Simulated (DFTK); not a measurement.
The system is HfC.

```
Hf C
1.0
     0.00000    2.32500    2.32500
     2.32500    0.00000    2.32500
     2.32500    2.32500    0.00000
Hf C
1 1
Direct
  0.50000 0.50000 0.50000
  0.00000 0.00000 0.00000
```

Base run:

| Property | Result |
| --- | --- |
| Program | DFTK 0.8.2 |
| Functional | SCAN |
| Potentials or basis | SG15 1.2 (PBE) |
| Cutoff | 1225 eV |
| k mesh | 8 × 8 × 8 |
| Occupations | fermi-dirac, width 0.05 eV |
| Spin | no spin polarisation |

Its results: band gap on the k mesh none (metal or under the smearing width); pressure -10.7 GPa.

Problem. The run is repeated on the same cell with these changes: functional from SCAN to AM05. What comes out?

Solution. Band gap on the k mesh none (metal or under the smearing width); pressure -6.9 GPa.

Caveats: the potentials were made for another functional, which shifts forces and pressure; spin-orbit coupling is left out, which moves the levels of the heavy elements.
